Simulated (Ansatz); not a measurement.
Here is an Ansatz 0.2.0 calculation.

input.yaml

```yaml
crystal:
  lattice:
    - [0.0, 2.47502, 2.47502]
    - [2.47502, 0.0, 2.47502]
    - [2.47502, 2.47502, 0.0]
  atoms:
    - { symbol: Pb, position: [0.0, 0.0, 0.0] }
hamiltonian:
  xc: pbesol
  pseudopotentials: { kind: paw }
kpoints:
  mp_grid: { grid: [9, 9, 9] }
scf:
  occupations: { method: fermi_dirac, width: 0.05 }
output:
  forces: true
  stress: true
  eigenvalues: true
  write_density: true
  write_potential: true
  elf: true
  volumetric_format: npy
relax:
  f_tol: 0.01
  max_steps: 40
  cell: { stress_tol: 0.05 }
```

Potentials or basis: Ansatz PAW.

Launch:

```bash
$ ansatz run input.yaml --threads 2 --pin off --max-ram 5632MiB --backend cpu --events-out ev --progress --plain --runs-dir out
```

(1) What does it give for the band gap on the k mesh?

(2) Predict the relaxed cell.

Answers

(1) none (metal or under the smearing width).

(2) a = 3.485 Å, b = 3.485 Å, c = 3.485 Å, α = 60.00°, β = 60.00°, γ = 60.00°.

Caveat: the PAW data sets come from PBE, with cores solved anew for the run's functional, which leaves a small shift of forces and pressure.

The cell as given is a measured one (30.32 Å³/atom); PBEsol puts the equilibrium volume -1.3 % from it, thermal expansion not counted.
